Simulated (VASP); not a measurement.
# TaAs (I4_1md) in VASP: notebook

One crystal, TaAs, is run at these levels: PBEsol; tasks: relaxation of cell and atoms.

All numbers are computed with VASP 6.6.1; they aren't measurements. Logs are shortened: lines on timing, memory, paths and dates and some standing lists are left out, and cuts for length are marked.

## 1. Starting point

It takes space group I4_1md (No. 109, tetragonal). Conventional cell: a = 3.444 Å, b = 3.444 Å, c = 11.736 Å, α = 90.00°, β = 90.00°, γ = 90.00°. Ta (site symmetry 2mm) is surrounded by 6 As at 2.61 to 2.62 Å. As (site symmetry 2mm) has 6 Ta at 2.61 to 2.62 Å as nearest neighbours.

The cell is a database's computed one.

## 2. Relaxation of cell and atoms, PBEsol

The input, INCAR:

```
SYSTEM = TaAs
PREC = Accurate ; ENCUT = 600
EDIFF = 1E-6 ; ISMEAR = 1
SIGMA = 0.1 ; LREAL = .False.
LASPH = .True. ; NELM = 80
ALGO = Normal ; ISIF = 3
LWAVE = .False. ; LCHARG = .False.
GGA = PS ; IBRION = 2
NSW = 90 ; EDIFFG = -0.01
KPAR = 2
```

The input, KPOINTS:

```
regular mesh
0
Gamma
  16 16 16
  0 0 0
```

The input, POSCAR:

```
TaAs
1.0
   -1.7218133622      1.7218133622      5.8679415361
    1.7218133622     -1.7218133622      5.8679415361
    1.7218133622      1.7218133622     -5.8679415361
Ta As
2 2
Direct
    0.4999673000      0.9999673000      0.5000000000
    0.7499673000      0.7499673000      0.0000000000
    0.0826321200      0.5826321200      0.5000000000
    0.3326321200      0.3326321200      0.0000000000
```

Potentials or basis: VASP PAW PBE potentials, release 64 (Ta_pv, As).

Run with:

```console
> cat potpaw_PBE.64/Ta_pv/POTCAR potpaw_PBE.64/As/POTCAR > POTCAR
> mpirun -np 2 vasp_std > vasp.out
```

OUTCAR:

```text
SYSTEM = TaAs
   PREC = Accurate
   ENCUT = 600
   EDIFF = 1E-6
   ISMEAR = 1
   LREAL = .False.
   LASPH = .True.
   NELM = 80
   ISIF = 3
   GGA = PS
   IBRION = 2
   NSW = 90
   EDIFFG = -0.01

 ion  position               nearest neighbor table
   1  0.500  1.000  0.500-   4 2.61   4 2.61   3 2.62   3 2.62   3 2.62   3 2.62   2 3.40   2 3.40
                             2 3.40   2 3.40
   2  0.750  0.750  0.000-   3 2.61   3 2.61   4 2.62   4 2.62   4 2.62   4 2.62   1 3.40   1 3.40
                             1 3.40   1 3.40
   3  0.083  0.583  0.500-   2 2.61   2 2.61   1 2.62   1 2.62   1 2.62   1 2.62
   4  0.333  0.333  0.000-   1 2.61   1 2.61   2 2.62   2 2.62   2 2.62   2 2.62

  LATTYP: Found a body centered tetragonal cell.
 ALAT       =     3.4436267244
 C/A-ratio  =     3.4080009279

  Lattice vectors:

 A1 = (  -1.7218133622,   1.7218133622,   5.8679415361)
 A2 = (   1.7218133622,  -1.7218133622,   5.8679415361)
 A3 = (   1.7218133622,   1.7218133622,  -5.8679415361)

Analysis of symmetry for initial positions (statically):
=====================================================================
 Subroutine PRICEL returns:
 Original cell was already a primitive cell.

 Routine SETGRP: Setting up the symmetry group for a
 body centered tetragonal supercell.

 Subroutine GETGRP returns: Found  8 space group operations
 (whereof  4 operations were pure point group operations)
 out of a pool of 16 trial point group operations.

The static configuration has the point symmetry C_2v.
 The point group associated with its full space group is C_4v.

Analysis of symmetry for dynamics (positions and initial velocities):
=====================================================================
 Subroutine PRICEL returns:
 Original cell was already a primitive cell.

 Routine SETGRP: Setting up the symmetry group for a
 body centered tetragonal supercell.

 Subroutine GETGRP returns: Found  8 space group operations
 (whereof  4 operations were pure point group operations)
 out of a pool of 16 trial point group operations.

The dynamic configuration has the point symmetry C_2v.
 The point group associated with its full space group is C_4v.

 Subroutine INISYM returns: Found  8 space group operations
 (whereof  4 operations are pure point group operations),
 and found     1 'primitive' translations

----------------------------------------------------------------------------------------

                                     Primitive cell

  volume of cell :      69.5854

  direct lattice vectors                    reciprocal lattice vectors
    -1.721813362  1.721813362  5.867941536     0.000000000  0.290391520  0.085208756
     1.721813362 -1.721813362  5.867941536     0.290391520  0.000000000  0.085208756
     1.721813362  1.721813362 -5.867941536     0.290391520  0.290391520  0.000000000

  length of vectors
     6.353111079  6.353111079  6.353111079     0.302634709  0.302634709  0.410675626

  position of ions in fractional coordinates (direct lattice)
     0.499967300  0.999967300  0.500000000
     0.749967300  0.749967300  0.000000000
     0.082632120  0.582632120  0.500000000
     0.332632120  0.332632120  0.000000000

  ion indices of the primitive-cell ions
   primitive index   ion index
                 1           1
                 2           2
                 3           3
                 4           4

----------------------------------------------------------------------------------------

 KPOINTS: regular mesh

Automatic generation of k-mesh.
 Grid dimensions read from file:
 generate k-points for:   16   16   16

 Generating k-lattice:

  Cartesian coordinates                     Fractional coordinates (reciprocal lattice)
     0.000000000  0.018149470  0.005325547     0.062500000  0.000000000  0.000000000
     0.018149470  0.000000000  0.005325547     0.000000000  0.062500000  0.000000000
     0.018149470  0.018149470  0.000000000     0.000000000  0.000000000  0.062500000

  Length of vectors
     0.018914669  0.018914669  0.025667227

  Shift w.r.t. Gamma in fractional coordinates (k-lattice)
     0.000000000  0.000000000  0.000000000

 Subroutine IBZKPT returns following result:
 ===========================================

 Found    349 irreducible k-points:

 Following reciprocal coordinates:
            Coordinates               Weight
  0.000000  0.000000  0.000000      1.000000
  0.062500  0.000000 -0.000000      8.000000
  0.125000  0.000000 -0.000000      8.000000
  0.187500  0.000000  0.000000      8.000000
  0.250000  0.000000 -0.000000      8.000000
  0.312500  0.000000 -0.000000      8.000000
[... 16 lines left out ...]
 -0.125000  0.062500  0.000000     16.000000
 -0.062500  0.062500  0.000000      4.000000
 [... further k-points ...]
   k-points           NKPTS =    349   k-points in BZ     NKDIM =    349   number of bands    NBANDS=     20
   number of dos      NEDOS =    301   number of ions     NIONS =      4
   total plane-waves  NPLWV = 157464
   dimension x,y,z NGX =    54 NGY =   54 NGZ =   54
   dimension x,y,z NGXF=   108 NGYF=  108 NGZF=  108
   ions per type =               2   2
   NGX,Y,Z   is equivalent  to a cutoff of  14.13, 14.13, 14.13 a.u.
   NGXF,Y,Z  is equivalent  to a cutoff of  28.26, 28.26, 28.26 a.u.
 SYSTEM =  TaAs
   PREC   = accura    normal or accurate (medium, high low for compatibility)
   ISTART =      0    job   : 0-new  1-cont  2-samecut
   ICHARG =      2    charge: 1-file 2-atom 10-const
   ISPIN  =      1    spin polarized calculation?
   LNONCOLLINEAR =      F non collinear calculations
   LSORBIT =      F    spin-orbit coupling
   LASPH  =      T    aspherical Exc in radial PAW
   ENCUT  =  600.0 eV  44.10 Ry    6.64 a.u.  12.69 12.69 12.69*2*pi/ulx,y,z
   NELM   =     80;   NELMIN=  2; NELMDL= -5     # of ELM steps
   EDIFF  = 0.1E-05   stopping-criterion for ELM
   LREAL  =      F    real-space projection
   EDIFFG = -.1E-01   stopping-criterion for IOM
   NSW    =     90    number of steps for IOM
   IBRION =      2    ionic relax: 0-MD 1-quasi-New 2-CG
   NFREE  =      1    steps in history (QN), initial steepest desc. (CG)
   ISIF   =      3    stress and relaxation
   ISYM   =      2    0-nonsym 1-usesym 2-fastsym
   POTIM  = 0.5000    time-step for ionic-motion
   TEBEG  =    0.0;   TEEND  =   0.0 temperature during run
   PSTRESS=    0.0 pullay stress
   NELECT =      32.0000    total number of electrons
   NUPDOWN=      -1.0000    fix difference up-down
   EMIN   =  10.00;   EMAX   =-10.00  energy-range for DOS
   EFERMI =   0.00;   METHOD = LEGACY
   ISMEAR =     1;   SIGMA  =   0.10  broadening in eV -4-tet -1-fermi 0-gaus
   EFERMI_NEDOS =   21; number of points for ismear=-14 and -15
   IALGO  =     38    algorithm
   IMIX   =      4    mixing-type and parameters
     AMIX     =   0.40;   BMIX     =  1.00
     AMIX_MAG =   1.60;   BMIX_MAG =  1.00
  volume/ion in A,a.u.               =      17.40       117.40
  Fermi-wavevector in a.u.,A,eV,Ry     =   1.263627  2.387909 21.725142  1.596753
  Thomas-Fermi vector in A             =   2.396974
   LORBIT       =      0    0 simple, 1 ext, 2 COOP (PROOUT), +10 PAW based schemes
   GGA     = PS    functional components
   LHFCALC =     F    Hartree Fock is set to
   AEXX    =    0.0000 exact exchange contribution
   IVDW    =     0    specifies the selected vdW correction
   LEPSILON=     F    determine dielectric tensor
   LRPA    =     F    only Hartree local field effects (RPA)
 conjugate gradient relaxation of ions
 non-spin polarized calculation
 Methfessel and Paxton  Order N= 1 SIGMA  =   0.10
  energy-cutoff  :      600.00
  volume of cell :       69.59
 maximum number of plane-waves:      2340
 NGX is ok and might be reduce to    54
   NGX = 25   NGY = 25   NGZ = 25

--------------------------------------- Ionic step        1  -------------------------------------------

 number of electron      32.0000000 magnetization

 Free energy of the ion-electron system (eV)
  ---------------------------------------------------
  ext. energy  EPLUGINS =         0.00000000
  ---------------------------------------------------
  free energy    TOTEN  =       -37.71657580 eV

  energy without entropy =      -37.71668517  energy(sigma->0) =      -37.71661226

------------------------ aborting loop because EDIFF is reached ----------------------------------------

  FORCE on cell =-STRESS in cart. coord.  units (eV):
  Direction    XX          YY          ZZ          XY          YZ          ZX
  --------------------------------------------------------------------------------------
  -------------------------------------------------------------------------------------
  Total       -1.2952288     -1.2952288     -1.6315382      0.0000000      0.0000000      0.0000000
  in kB      -29.8221650    -29.8221650    -37.5655631      0.0000000      0.0000000      0.0000000
  external PRESSURE =     -32.4032977 kB  Pullay stress =       0.0000000 kB
[... 251 lines left out ...]
  energy  without entropy=      -37.7308989707  energy(sigma->0) =      -37.73082423

--------------------------------------- Ionic step        8  -------------------------------------------

 number of electron      32.0000000 magnetization

 Free energy of the ion-electron system (eV)
  ---------------------------------------------------
  ext. energy  EPLUGINS =         0.00000000
  ---------------------------------------------------
  free energy    TOTEN  =       -37.73080035 eV

  energy without entropy =      -37.73091118  energy(sigma->0) =      -37.73083729

 E-fermi :   6.9927     XC(G=0): -12.1010

 val. band max:        6.9897519401   @ k =  -0.1875   0.3125   0.1875
 cond. band min:       6.9970750754   @ k =  -0.1250  -0.4375   0.1250
 fundamental gap:      0.0073231352
 Fermi energy:         6.9927361184

 k-point     1 :       0.0000    0.0000    0.0000
  band No.  band energies     occupation
      1     -27.8991      2.00000
      2     -27.8517      2.00000
      3     -27.8517      2.00000
      4     -27.6954      2.00000
      5     -27.6954      2.00000
      6     -27.6353      2.00000
[... 12 lines left out ...]
     19       9.4042      0.00000
[... 513 lines left out ...]
      4     -27.7019      2.00000
      5     -27.7003      2.00000
      6     -27.6353      2.00000
[... 12 lines left out ...]
     19       9.5093      0.00000
     20       9.8991      0.00000

 [... further k-points ...]

------------------------ aborting loop because EDIFF is reached ----------------------------------------

  FORCE on cell =-STRESS in cart. coord.  units (eV):
  Direction    XX          YY          ZZ          XY          YZ          ZX
  --------------------------------------------------------------------------------------
  -------------------------------------------------------------------------------------
  Total       -0.0302876     -0.0302876     -0.0315500      0.0000000      0.0000000      0.0000000
  in kB       -0.7100709     -0.7100709     -0.7396691      0.0000000      0.0000000      0.0000000
  external PRESSURE =      -0.7199370 kB  Pullay stress =       0.0000000 kB
[... 19 lines left out ...]
  FREE ENERGIE OF THE ION-ELECTRON SYSTEM (eV)
  ---------------------------------------------------
  free  energy   TOTEN  =       -37.7308003524 eV

  energy  without entropy=      -37.7309111785  energy(sigma->0) =      -37.73083729

 reached required accuracy - stopping structural energy minimisation
```

Wall time 72 min (2 MPI ranks of AMD EPYC 7R13 (Zen 3), shared host); peak memory 0.85 GiB.

Results:

```yaml
Free_energy: -37.7308 eV
Relaxed_volume: 17.08 Å³/atom
Relaxed_cell: a = 6.286 Å, b = 6.286 Å, c = 6.286 Å, α = 148.31°, β = 148.31°, γ = 45.43°
Space_group_after_relaxing_to_0.05_Å: I4_1md (No. 109)
Energy_gained_by_relaxing: 3.6 meV/atom
Ionic_steps: 8
Pressure_after_relaxing: -0.1 GPa
Band_gap_on_the_k_mesh: none (metal or under the smearing width)
```

Forces in eV/Å, atoms in the order of the input:
```
Ta   0.000  0.000  0.002
Ta   0.000  0.000  0.002
As   0.000  0.000 -0.002
As   0.000  0.000 -0.002
```

The path:
```csv
step,energy change (eV),largest force (eV/Å),pressure (GPa),volume (Å³)
1,0.0000,0.0220,-3.24,69.59
2,0.0340,0.0584,6.98,66.10
3,-0.0129,0.0330,0.03,68.36
4,-0.0129,0.0332,0.08,68.34
5,-0.0140,0.0345,0.06,68.32
6,-0.0141,0.0351,0.05,68.31
7,-0.0142,0.0100,-0.09,68.35
8,-0.0142,0.0022,-0.07,68.34
```

Final structure:
```
Ta As
1.0
    -1.71653    1.71653    5.79841
     1.71653   -1.71653    5.79841
     1.71653    1.71653   -5.79841
Ta As
2 2
Direct
  0.50030 0.00030 0.50000
  0.75030 0.75030 0.00000
  0.08230 0.58230 0.50000
  0.33230 0.33230 0.00000
```

Caveat: the PAW data sets were made with another functional, which shifts forces and pressure a little. Spin-orbit coupling is left out, which matters for the levels of Ta.

## 3. Relaxation of cell and atoms, PBEsol

This run uses another cell than the first one, of 17.08 Å³/atom, 0.982 times its volume.

The input, INCAR:

```
SYSTEM = TaAs
PREC = Accurate ; ENCUT = 600
EDIFF = 1E-7 ; ISMEAR = 1
SIGMA = 0.1 ; LREAL = .False.
LASPH = .True. ; NELM = 80
ALGO = Normal ; ISIF = 3
LWAVE = .False. ; LCHARG = .False.
GGA = PS ; IBRION = 2
NSW = 90 ; EDIFFG = -0.005
KPAR = 2
```

KPOINTS is that of step 2.

The input, POSCAR:

```
TaAs                                    
1.0
   -1.7165321206      1.7165321206      5.7984136892
    1.7165321206     -1.7165321206      5.7984136892
    1.7165321206      1.7165321206     -5.7984136892
  Ta              As            
     2     2
Direct
     0.5003029945823617    0.0003029945823616    0.5000000000000000
     0.7503029945823617    0.7503029945823617    1.0000000000000000
     0.0822964254176395    0.5822964254176394    0.5000000000000000
     0.3322964254176395    0.3322964254176395    0.0000000000000000
```

Potentials or basis: VASP PAW PBE potentials, release 64 (Ta_pv, As).

Run with:

```console
> cat potpaw_PBE.64/Ta_pv/POTCAR potpaw_PBE.64/As/POTCAR > POTCAR
> mpirun -np 2 vasp_std > vasp.out
```

It took 25 min on 2 MPI ranks of AMD EPYC 7R13 (Zen 3), shared host; peak memory 0.77 GiB.

Results (log left out):

```
Free energy                            : -37.7307 eV
Relaxed volume                         : 17.08 Å³/atom
Relaxed cell                           : a = 6.285 Å, b = 6.285 Å, c = 6.285 Å, α = 148.31°, β = 148.31°, γ = 45.43°
Space group after relaxing (to 0.05 Å) : I4_1md (No. 109)
Energy gained by relaxing              : 0.0 meV/atom
Ionic steps                            : 3
Pressure after relaxing                : 0.0 GPa
Band gap on the k mesh                 : none (metal or under the smearing width)
```

Final structure:
```cif
data_structure
_symmetry_space_group_name_H-M 'P 1'
_symmetry_Int_Tables_number 1
_cell_length_a 6.2854
_cell_length_b 6.2854
_cell_length_c 6.2854
_cell_angle_alpha 148.306
_cell_angle_beta 148.306
_cell_angle_gamma 45.433
_cell_volume 68.32
loop_
_atom_site_label
_atom_site_type_symbol
_atom_site_fract_x
_atom_site_fract_y
_atom_site_fract_z
_atom_site_occupancy
Ta1 Ta 0.50031 0.00031 0.50000 1
Ta2 Ta 0.75031 0.75031 0.00000 1
As1 As 0.08229 0.58229 0.50000 1
As2 As 0.33229 0.33229 0.00000 1
```

Levels at points of the mesh, in eV from the Fermi level:
| k point | band 12 | band 13 | band 14 | band 15 | band 16 | band 17 | band 18 | band 19 | band 20 |
| --- | --- | --- | --- | --- | --- | --- | --- | --- | --- |
| (0.00, 0.00, 0.00) | -2.51 | -2.40 | -1.96 | -1.65 | -1.65 | 0.89 | 1.59 | 2.41 | 3.15 |
| (0.50, 0.00, 0.00) | -3.51 | -2.49 | -2.31 | -1.59 | -0.22 | 0.11 | 1.41 | 2.32 | 2.49 |
| (0.50, 0.50, 0.00) | -5.15 | -3.20 | -3.20 | -1.15 | -1.15 | 2.84 | 2.84 | 3.14 | 3.14 |
| (0.50, 0.50, 0.50) | -2.93 | -2.88 | -2.88 | -0.93 | -0.93 | 1.22 | 1.22 | 2.37 | 2.37 |

Caveat: the PAW data sets were made with another functional, which shifts forces and pressure a little. The run has no spin-orbit coupling, so splittings on Ta are missing.
